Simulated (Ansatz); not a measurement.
Crystal: Pd.

```xyz
2
Lattice="2.7837 0.0000 0.0000 -1.3918 2.4107 0.0000 0.0000 0.0000 4.6289" Properties=species:S:1:pos:R:3 pbc="T T T"
Pd    0.0000    1.6071    1.1572
Pd    1.3918    0.8036    3.4717
```

This isn't the form of Pd at room conditions, which is fcc.

Program: Ansatz 0.2.0. Alike in all runs: potentials or basis Ansatz PAW; no spin polarisation; cell as given; k mesh 11 × 11 × 6.

**Question.** Order these runs on this cell by their pressure, lowest first.
A. level BLYP; cutoff (eV) 420; smearing fermi-dirac 0.05 eV; points for each segment of the path 14
B. level PBE; cutoff (eV) 420; smearing gaussian 0.026 eV
C. level r2SCAN; cutoff (eV) 500; smearing fermi-dirac 0.05 eV; points for each segment of the path 14

**Answer.** C (-5.6 GPa), B (-1.6 GPa), A (8.6 GPa).

Caveats: the PAW data sets come from PBE, with cores solved anew for the run's functional, which leaves a small shift of forces and pressure (some runs).
